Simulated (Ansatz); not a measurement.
Phonons of LaAlO3 (R-3c-perovskite type, space group R-3c) at Γ.

LaAlO₃ (R-3c-perovskite type, space group R-3c)

```xyz
10
Lattice="2.7062 1.5624 4.3975 -2.7062 1.5624 4.3975 0.0000 -3.1249 4.3975" Properties=species:S:1:pos:R:3 pbc="T T T"
La     0.0000     0.0000     3.2981
La     0.0000     0.0000     9.8944
Al     0.0000     0.0000     0.0000
Al     0.0000     0.0000     6.5963
O      0.2094     1.5624     7.6956
O     -1.4578    -0.5998     7.6956
O      1.2484    -0.9626     7.6956
O     -0.2094    -1.5624     5.4969
O      1.4578     0.5998     5.4969
O     -1.2484     0.9626     5.4969
```

These are PBE (plane waves to 420 eV, PAW, scalar-relativistic; Ansatz, a quantum-chemistry and plane-wave program) values and carry that method's errors. DFPT wavenumbers on a 6×6×6 k mesh, in cm⁻¹; i marks imaginary ones, q is in fractions of the reciprocal vectors of the cell shown, and the three acoustic modes at Γ are left out. The non-analytic (LO-TO) term is not included, so polar modes at Γ have their transverse values. LaAlO3 is run without spin polarisation. LaAlO3 was relaxed with its symmetry unable to fall. The PAW data are Ansatz's earlier set.

```tsv
q	wavenumbers (cm⁻¹)
Γ	33 (×2), 129, 147, 147 (×2), 173 (×2), 188, 287 (×2), 347, 396, 400 (×2), 432 (×2), 436, 460 (×2), 466 (×2), 471, 597, 615 (×2), 726
```

The structure shows no imaginary mode at these points (lowest 33 cm⁻¹ at Γ); other wave vectors were not tested.

Highest mode: 726 cm⁻¹ at Γ.
